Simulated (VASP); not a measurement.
# NaH (I4mm) in VASP: further runs

One crystal, NaH, is run at these levels: LDA; tasks: single point.

All numbers are computed with VASP 6.6.1; they aren't measurements. Logs are shortened: lines on timing, memory, paths and dates and some standing lists are left out, and cuts for length are marked.

## (1) The cell of the first run

Symmetry: I4mm, No. 107, tetragonal system. The conventional cell has a = 3.451 Å, b = 3.451 Å, c = 4.880 Å, α = 90.00°, β = 90.00°, γ = 90.00°. Around Na (site symmetry 4mm) lie 6 H at 2.36 to 2.52 Å. H (site symmetry 4mm) is surrounded by 6 Na at 2.36 to 2.52 Å.

## (2) Single point, LDA (all Na atoms moved +0.075 Å, as atom 1 along Cartesian [0 1 0])

File INCAR:

```
PREC = Accurate
ENCUT = 520
EDIFF = 1E-7
ISMEAR = 0
SIGMA = 0.05
LREAL = F
LASPH = T
NELM = 60
ALGO = Fast
ISIF = 2
LWAVE = F
LCHARG = F
NBANDS = 11
```

File KPOINTS:

```
Automatic mesh
0
Gamma
  8 8 8
```

File POSCAR:

```
NaH
1.0
    0.0000000000      2.4400000000      2.4400000000
    2.4400000000      0.0000000000      2.4400000000
    2.4400000000      2.4400000000      0.0000000000
Na H
1 1
Direct
    0.0153688525     -0.0153688525      0.0153688525
    0.5000000000      0.5000000000      0.5000000000
```

Potentials or basis: VASP PAW LDA potentials, release 64 (Na_pv, H).

Command:

```bash
$ cat potpaw_LDA.64/Na_pv/POTCAR potpaw_LDA.64/H/POTCAR > POTCAR
$ mpirun -np 1 vasp_std > vasp.out
```

OUTCAR:

```text
PREC = Accurate
   ENCUT = 520
   EDIFF = 1E-7
   ISMEAR = 0
   LREAL = F
   LASPH = T
   NELM = 60
   ISIF = 2

 ion  position               nearest neighbor table
   1  0.015  0.985  0.015-
   2  0.500  0.500  0.500-

  LATTYP: Found a face centered cubic cell.
 ALAT       =     4.8800000000

  Lattice vectors:

 A1 = (   0.0000000000,   2.4400000000,   2.4400000000)
 A2 = (   2.4400000000,   0.0000000000,   2.4400000000)
 A3 = (   2.4400000000,   2.4400000000,   0.0000000000)

Analysis of symmetry for initial positions (statically):
=====================================================================
 Subroutine PRICEL returns:
 Original cell was already a primitive cell.

 Routine SETGRP: Setting up the symmetry group for a
 face centered cubic supercell.

 Subroutine GETGRP returns: Found  8 space group operations
 (whereof  8 operations were pure point group operations)
 out of a pool of 48 trial point group operations.

The static configuration has the point symmetry C_4v.

Analysis of symmetry for dynamics (positions and initial velocities):
=====================================================================
 Subroutine PRICEL returns:
 Original cell was already a primitive cell.

 Routine SETGRP: Setting up the symmetry group for a
 face centered cubic supercell.

 Subroutine GETGRP returns: Found  8 space group operations
 (whereof  8 operations were pure point group operations)
 out of a pool of 48 trial point group operations.

The dynamic configuration has the point symmetry C_4v.

 Subroutine INISYM returns: Found  8 space group operations
 (whereof  8 operations are pure point group operations),
 and found     1 'primitive' translations

----------------------------------------------------------------------------------------

                                     Primitive cell

  volume of cell :      29.0536

  direct lattice vectors                    reciprocal lattice vectors
     0.000000000  2.440000000  2.440000000    -0.204918033  0.204918033  0.204918033
     2.440000000  0.000000000  2.440000000     0.204918033 -0.204918033  0.204918033
     2.440000000  2.440000000  0.000000000     0.204918033  0.204918033 -0.204918033

  length of vectors
     3.450681092  3.450681092  3.450681092     0.354928444  0.354928444  0.354928444

  position of ions in fractional coordinates (direct lattice)
     0.015368853  0.984631147  0.015368853
     0.500000000  0.500000000  0.500000000

  ion indices of the primitive-cell ions
   primitive index   ion index
                 1           1
                 2           2

----------------------------------------------------------------------------------------

 KPOINTS: Automatic mesh

Automatic generation of k-mesh.
 Grid dimensions read from file:
 generate k-points for:    8    8    8

 Generating k-lattice:

  Cartesian coordinates                     Fractional coordinates (reciprocal lattice)
    -0.025614754  0.025614754  0.025614754     0.125000000  0.000000000  0.000000000
     0.025614754 -0.025614754  0.025614754     0.000000000  0.125000000  0.000000000
     0.025614754  0.025614754 -0.025614754     0.000000000  0.000000000  0.125000000

  Length of vectors
     0.044366056  0.044366056  0.044366056

  Shift w.r.t. Gamma in fractional coordinates (k-lattice)
     0.000000000  0.000000000  0.000000000

 Subroutine IBZKPT returns following result:
 ===========================================

 Found     59 irreducible k-points:

 Following reciprocal coordinates:
            Coordinates               Weight
  0.000000  0.000000  0.000000      1.000000
  0.125000  0.000000  0.000000      8.000000
  0.250000  0.000000  0.000000      8.000000
  0.375000  0.000000  0.000000      8.000000
  0.500000  0.000000  0.000000      4.000000
  0.125000  0.125000  0.000000      4.000000
[... 16 lines left out ...]
  0.250000  0.000000  0.375000      8.000000
  0.500000  0.250000  0.000000     16.000000
 [... further k-points ...]
   k-points           NKPTS =     59   k-points in BZ     NKDIM =     59   number of bands    NBANDS=     11
   number of dos      NEDOS =    301   number of ions     NIONS =      2
   total plane-waves  NPLWV =  21952
   dimension x,y,z NGX =    28 NGY =   28 NGZ =   28
   dimension x,y,z NGXF=    56 NGYF=   56 NGZF=   56
   ions per type =               1   1
   NGX,Y,Z   is equivalent  to a cutoff of  13.49, 13.49, 13.49 a.u.
   NGXF,Y,Z  is equivalent  to a cutoff of  26.98, 26.98, 26.98 a.u.
 SYSTEM =  unknown system
   PREC   = accura    normal or accurate (medium, high low for compatibility)
   ISTART =      0    job   : 0-new  1-cont  2-samecut
   ICHARG =      2    charge: 1-file 2-atom 10-const
   ISPIN  =      1    spin polarized calculation?
   LNONCOLLINEAR =      F non collinear calculations
   LSORBIT =      F    spin-orbit coupling
   LASPH  =      T    aspherical Exc in radial PAW
   ENCUT  =  520.0 eV  38.22 Ry    6.18 a.u.   6.42  6.42  6.42*2*pi/ulx,y,z
   NELM   =     60;   NELMIN=  2; NELMDL= -5     # of ELM steps
   EDIFF  = 0.1E-06   stopping-criterion for ELM
   LREAL  =      F    real-space projection
   EDIFFG = 0.1E-05   stopping-criterion for IOM
   NSW    =      0    number of steps for IOM
   IBRION =     -1    ionic relax: 0-MD 1-quasi-New 2-CG
   NFREE  =      0    steps in history (QN), initial steepest desc. (CG)
   ISIF   =      2    stress and relaxation
   ISYM   =      2    0-nonsym 1-usesym 2-fastsym
   POTIM  = 0.5000    time-step for ionic-motion
   TEBEG  =    0.0;   TEEND  =   0.0 temperature during run
   PSTRESS=    0.0 pullay stress
   NELECT =       8.0000    total number of electrons
   NUPDOWN=      -1.0000    fix difference up-down
   EMIN   =  10.00;   EMAX   =-10.00  energy-range for DOS
   EFERMI =   0.00;   METHOD = LEGACY
   ISMEAR =     0;   SIGMA  =   0.05  broadening in eV -4-tet -1-fermi 0-gaus
   EFERMI_NEDOS =   21; number of points for ismear=-14 and -15
   IALGO  =     68    algorithm
   IMIX   =      4    mixing-type and parameters
     AMIX     =   0.40;   BMIX     =  1.00
     AMIX_MAG =   1.60;   BMIX_MAG =  1.00
  volume/ion in A,a.u.               =      14.53        98.03
  Fermi-wavevector in a.u.,A,eV,Ry     =   1.065054  2.012660 15.433636  1.134340
  Thomas-Fermi vector in A             =   2.200593
   LORBIT       =      0    0 simple, 1 ext, 2 COOP (PROOUT), +10 PAW based schemes
   GGA     = CA    functional components
   LHFCALC =     F    Hartree Fock is set to
   AEXX    =    0.0000 exact exchange contribution
   IVDW    =     0    specifies the selected vdW correction
   LEPSILON=     F    determine dielectric tensor
   LRPA    =     F    only Hartree local field effects (RPA)
 non-spin polarized calculation
 RMM-DIIS sequential band-by-band and
 Gauss-broadening in eV      SIGMA  =   0.05
  energy-cutoff  :      520.00
  volume of cell :       29.05
 maximum number of plane-waves:       817
 NGX is ok and might be reduce to    28
   NGX = 13   NGY = 13   NGZ = 13

 number of electron       7.9999998 magnetization

 Free energy of the ion-electron system (eV)
  ---------------------------------------------------
  ext. energy  EPLUGINS =         0.00000000
  ---------------------------------------------------
  free energy    TOTEN  =        -5.37766808 eV

  energy without entropy =       -5.37766808  energy(sigma->0) =       -5.37766808

 E-fermi :  -0.9675     XC(G=0):  -8.1294

 val. band max:       -1.3063680311   @ k =  -0.2500   0.5000   0.2500
 cond. band min:       2.0559417955   @ k =   0.5000   0.0000   0.0000
 fundamental gap:      3.3623098266
 Fermi energy:        -0.9674572821

 k-point     1 :       0.0000    0.0000    0.0000
  band No.  band energies     occupation
      1     -23.5294      2.00000
      2     -23.5294      2.00000
      3     -23.5291      2.00000
      4      -5.0116      2.00000
      5       8.8109      0.00000
      6      13.6507      0.00000
      7      13.6507      0.00000
      8      13.6734      0.00000
      9      14.6031      0.00000
     10      14.6031      0.00000
     11      14.6036      0.00000

 k-point     2 :       0.1250    0.0000    0.0000
  band No.  band energies     occupation
      1     -23.5425      2.00000
      2     -23.5310      2.00000
      3     -23.5308      2.00000
      4      -4.7444      2.00000
      5       7.9136      0.00000
      6      11.1602      0.00000
      7      12.8967      0.00000
      8      12.9118      0.00000
      9      15.5056      0.00000
     10      15.5630      0.00000
     11      15.7582      0.00000

 k-point     3 :       0.2500    0.0000    0.0000
  band No.  band energies     occupation
      1     -23.5739      2.00000
      2     -23.5348      2.00000
      3     -23.5346      2.00000
      4      -3.9814      2.00000
      5       5.5656      0.00000
      6       9.7760      0.00000
      7      12.1543      0.00000
      8      12.1684      0.00000
      9      15.4381      0.00000
     10      15.4423      0.00000
     11      16.8094      0.00000

 k-point     4 :       0.3750    0.0000    0.0000
  band No.  band energies     occupation
      1     -23.6050      2.00000
      2     -23.5386      2.00000
      3     -23.5384      2.00000
      4      -2.8980      2.00000
      5       3.1995      0.00000
      6       9.2258      0.00000
      7      11.7250      0.00000
      8      11.7396      0.00000
      9      14.6131      0.00000
     10      14.6140      0.00000
     11      16.9756      0.00000

 k-point     5 :       0.5000    0.0000    0.0000
  band No.  band energies     occupation
      1     -23.6177      2.00000
      2     -23.5402      2.00000
      3     -23.5400      2.00000
      4      -2.2059      2.00000
      5       2.0559      0.00000
      6       9.0693      0.00000
      7      11.5875      0.00000
      8      11.6027      0.00000
      9      14.3017      0.00000
     10      14.3022      0.00000
     11      16.8192      0.00000
[... 211 lines left out ...]
 k-point    21 :       0.2500    0.0000    0.2500
  band No.  band energies     occupation
      1     -23.5711      2.00000
      2     -23.5445      2.00000
      3     -23.5445      2.00000
      4      -3.6671      2.00000
      5       5.8779      0.00000
      6       9.8124      0.00000
      7      10.1093      0.00000
      8      10.1093      0.00000
      9      12.7225      0.00000
     10      17.7193      0.00000
     11      20.1880      0.00000

 k-point    22 :       0.3750    0.2500    0.0000
  band No.  band energies     occupation
      1     -23.5894      2.00000
      2     -23.5515      2.00000
      3     -23.5491      2.00000
      4      -2.8699      2.00000
      5       4.6108      0.00000
      6       7.5683      0.00000
      7       9.6902      0.00000
      8      10.7618      0.00000
      9      12.7666      0.00000
     10      17.9979      0.00000
     11      19.3886      0.00000

 k-point    23 :       0.2500    0.0000    0.3750
  band No.  band energies     occupation
      1     -23.5892      2.00000
      2     -23.5516      2.00000
      3     -23.5492      2.00000
      4      -2.8702      2.00000
      5       4.6154      0.00000
      6       7.5681      0.00000
      7       9.6929      0.00000
      8      10.7603      0.00000
      9      12.7462      0.00000
     10      18.0178      0.00000
     11      19.3837      0.00000

 k-point    24 :       0.5000    0.2500    0.0000
  band No.  band energies     occupation
      1     -23.6008      2.00000
      2     -23.5623      2.00000
      3     -23.5498      2.00000
      4      -1.9726      2.00000
      5       3.3538      0.00000
      6       6.0426      0.00000
      7       9.7263      0.00000
      8      10.5675      0.00000
      9      14.9511      0.00000
     10      17.9318      0.00000
     11      18.2954      0.00000

 [... further k-points ...]

------------------------ aborting loop because EDIFF is reached ----------------------------------------

  FORCE on cell =-STRESS in cart. coord.  units (eV):
  Direction    XX          YY          ZZ          XY          YZ          ZX
  --------------------------------------------------------------------------------------
  -------------------------------------------------------------------------------------
  Total       -0.4912259     -0.4624429     -0.4912259      0.0000000      0.0000000     -0.0000000
  in kB      -27.0889610    -25.5017071    -27.0889610      0.0000000      0.0000000     -0.0000000
  external PRESSURE =     -26.5598764 kB  Pullay stress =       0.0000000 kB

 VOLUME and BASIS-vectors are now :
 -----------------------------------------------------------------------------
  energy-cutoff  :      520.00
  volume of cell :       29.05
      direct lattice vectors                 reciprocal lattice vectors
     0.000000000  2.440000000  2.440000000    -0.204918033  0.204918033  0.204918033
     2.440000000  0.000000000  2.440000000     0.204918033 -0.204918033  0.204918033
     2.440000000  2.440000000  0.000000000     0.204918033  0.204918033 -0.204918033

 POSITION                                       TOTAL-FORCE (eV/Angst)
 -----------------------------------------------------------------------------------
      2.44000      0.07500      2.44000         0.000000     -0.053374      0.000000
      2.44000      2.44000      2.44000         0.000000      0.053374      0.000000
 -----------------------------------------------------------------------------------
    total drift:                                0.000000     -0.000414      0.000000

  FREE ENERGIE OF THE ION-ELECTRON SYSTEM (eV)
  ---------------------------------------------------
  free  energy   TOTEN  =        -5.3776680769 eV

  energy  without entropy=       -5.3776680769  energy(sigma->0) =       -5.37766808
```

Wall time 24 s (1 thread of AMD EPYC 7R43 (Zen 3), shared host); peak memory 0.11 GiB.

Results:

```yaml
Free_energy: -5.3777 eV
Pressure: -2.7 GPa
Largest_force: 0.053 eV/Å
Band_gap_on_the_k_mesh: 3.36 eV, indirect (least direct gap 4.26 eV)
```

Forces in eV/Å, atoms in the order of the input:
```
Na   0.000 -0.053  0.000
H    0.000  0.053  0.000
```

Stress tensor (GPa, compression positive):
```
-2.71  0.00  0.00
 0.00 -2.55  0.00
 0.00  0.00 -2.71
```

A k mesh can miss the band edges.

## (3) Single point, LDA (all Na atoms moved -0.300 Å, as atom 1 along Cartesian [0 1 0])

File INCAR:

```
PREC     = Accurate       # precision mode
ENCUT    = 520            # plane-wave cutoff, eV
EDIFF    = 1E-7           # SCF threshold, eV
ISMEAR   = 0              # smearing method
SIGMA    = 0.05           # smearing width, eV
LREAL    = F              # projectors in reciprocal space
LASPH    = T              # aspherical terms in the spheres
NELM     = 100            # most SCF steps
ALGO     = Fast           # electronic algorithm
ISIF     = 2              # what is computed and relaxed
LWAVE    = F              # write WAVECAR
LCHARG   = F              # write CHGCAR
GGA      = CA             # functional
NBANDS   = 11             # bands
```

KPOINTS is that of step 2.

Changes to POSCAR since step 2:

```diff
@@ -8,3 +8,3 @@
 Direct
-    0.0153688525     -0.0153688525      0.0153688525
+   -0.0614754098      0.0614754098     -0.0614754098
     0.5000000000      0.5000000000      0.5000000000
```

Potentials or basis: VASP PAW LDA potentials, release 64 (Na_pv, H).

Command:

```bash
$ cat potpaw_LDA.64/Na_pv/POTCAR potpaw_LDA.64/H/POTCAR > POTCAR
$ mpirun -np 1 vasp_std > vasp.out
```

It took 28 s on 1 thread of AMD EPYC 7R43 (Zen 3), shared host; peak memory 0.11 GiB.

Results (log left out):

| Property | Result |
| --- | --- |
| Free energy | -5.3421 eV |
| Pressure | -1.9 GPa |
| Largest force | 0.295 eV/Å |
| Band gap on the k mesh | 3.35 eV, indirect (least direct gap 4.26 eV) |

Forces in eV/Å, atoms in the order of the input:
```
Na   0.000  0.295  0.000
H    0.000 -0.295  0.000
```

Stress tensor (GPa, compression positive):
```
-2.81  0.00  0.00
 0.00 -0.16  0.00
 0.00  0.00 -2.81
```

Levels at points of the mesh, in eV from the valence-band top:
| k point | band 1 | band 2 | band 3 | band 4 | band 5 | band 6 | band 7 | band 8 |
| --- | --- | --- | --- | --- | --- | --- | --- | --- |
| (0.00, 0.00, 0.00) | -22.21 | -22.21 | -22.21 | -3.71 | 9.94 | 14.73 | 14.73 | 15.01 |
| (0.50, 0.00, 0.00) | -22.30 | -22.22 | -22.22 | -0.91 | 3.35 | 10.28 | 12.91 | 13.14 |
| (0.50, 0.50, 0.00) | -22.29 | -22.24 | -22.24 | -0.19 | 4.24 | 9.39 | 9.69 | 10.33 |
| (0.50, 0.00, 0.50) | -22.29 | -22.24 | -22.24 | -0.21 | 4.32 | 9.56 | 10.15 | 10.15 |

A k mesh can miss the band edges.

## (4) Single point, LDA (all Na atoms moved +0.037 Å, as atom 1 along Cartesian [0 1 0])

File INCAR:

```
ALGO     = Fast           # electronic algorithm
EDIFF    = 1E-6           # SCF threshold, eV
ENCUT    = 520            # plane-wave cutoff, eV
ISIF     = 2              # what is computed and relaxed
ISMEAR   = 0              # smearing method
LASPH    = True           # aspherical terms in the spheres
LCHARG   = False          # write CHGCAR
LREAL    = False          # projectors in reciprocal space
LWAVE    = False          # write WAVECAR
NBANDS   = 11             # bands
NELM     = 80             # most SCF steps
PREC     = Accurate       # precision mode
SIGMA    = 0.05           # smearing width, eV
```

File KPOINTS:

```
k-points
0
Gamma
  8 8 8
```

Changes to POSCAR since step 3:

```diff
@@ -8,3 +8,3 @@
 Direct
-   -0.0614754098      0.0614754098     -0.0614754098
+    0.0076844262     -0.0076844262      0.0076844262
     0.5000000000      0.5000000000      0.5000000000
```

Command:

```bash
$ cat potpaw_LDA.64/Na_pv/POTCAR potpaw_LDA.64/H/POTCAR > POTCAR
$ mpirun -np 1 vasp_std > vasp.out
```

Wall time 22 s (1 thread of AMD EPYC 7R43 (Zen 3), shared host); peak memory 0.11 GiB.

Results (log left out):

```yaml
Free_energy: -5.3792 eV
Pressure: -2.7 GPa
Largest_force: 0.026 eV/Å
Band_gap_on_the_k_mesh: 3.36 eV, indirect (least direct gap 4.26 eV)
```

Forces on the atoms (eV/Å):
```
Na   0.000 -0.026  0.000
H    0.000  0.026  0.000
```

Levels at points of the mesh, in eV from the valence-band top:
| k point | band 1 | band 2 | band 3 | band 4 | band 5 | band 6 | band 7 | band 8 |
| --- | --- | --- | --- | --- | --- | --- | --- | --- |
| (0.00, 0.00, 0.00) | -22.22 | -22.22 | -22.22 | -3.71 | 10.13 | 14.97 | 14.97 | 14.98 |
| (0.50, 0.00, 0.00) | -22.31 | -22.23 | -22.23 | -0.90 | 3.36 | 10.38 | 12.89 | 12.90 |
| (0.50, 0.50, 0.00) | -22.30 | -22.25 | -22.25 | -0.19 | 4.25 | 9.56 | 10.14 | 10.15 |
| (0.50, 0.00, 0.50) | -22.30 | -22.25 | -22.25 | -0.19 | 4.25 | 9.57 | 10.15 | 10.15 |

A k mesh can miss the band edges.

## (5) Overview

```csv
cell,further INCAR settings,gap on the mesh (eV),pressure (GPa),largest force (eV/Å)
"all Na atoms moved +0.075 Å, as atom 1 along Cartesian [0 1 0]",ALGO = Fast; EDIFF = 1e-07; NBANDS = 11,3.36,-2.7,0.05
"all Na atoms moved -0.300 Å, as atom 1 along Cartesian [0 1 0]",ALGO = Fast; EDIFF = 1e-07; NBANDS = 11,3.35,-1.9,0.29
"all Na atoms moved +0.037 Å, as atom 1 along Cartesian [0 1 0]",ALGO = Fast; EDIFF = 1e-06; NBANDS = 11,3.36,-2.7,0.03
```

Alike in all rows: task single point; level LDA; potentials or basis VASP PAW LDA potentials, release 64 (Na_pv, H); no spin polarisation; k mesh 8 × 8 × 8; cutoff (eV) 520; smearing gaussian 0.05 eV.

Total energies depend on the potentials used, so only differences within one code and one set of settings carry meaning.
